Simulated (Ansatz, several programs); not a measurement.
A 2-atom cell of BeSe started from a crystallographic database, relaxed with r2SCAN in Ansatz (plane waves, PAW): it is cubic, F-43m (No. 216); a = 5.162 Å in the conventional setting, 17.19 Å³ an atom. Be has 4 Se at 2.24 Å; Se has 4 Be at 2.24 Å. The cell was then scaled with its shape and fractional coordinates held. Calculated for a static, non-magnetic cell.

```
V (Å³/atom)  E (meV/atom)
     16.163         17.02
     16.678          4.05
     17.194          0.00
     18.226         14.00
```

Problem. Pass a cubic E = c₀ + c₁u + c₂u² + c₃u³, with u = V − 17.065 Å³, through these points.

Solution. c₀ = 0.24, c₁ = -3.775, c₂ = 15.138, c₃ = -1.4448 (meV and Å³).

Problem. Where is the minimum, and what bulk modulus follows?

Solution. dE/du = 0 at u = +0.127, so V₀ = 17.19 Å³. B = V₀ d²E/dV² = 17.19 × (2c₂ + 6c₃u) = 17.19 × 29.176 = 502 meV/Å³, and 1 meV/Å³ is 0.16022 GPa: 80 GPa. A third-order Birch-Murnaghan fit to all five points gives 17.19 Å³ and 80 GPa.

Problem. Predict the energy and the pressure at the withheld volume, 17.710 Å³.

Solution. With u = +0.645: E ≈ 3.72 meV and P = −dE/dV ≈ -2.24 GPa. The run gives 3.67 meV and, from its stress, -2.23 GPa.
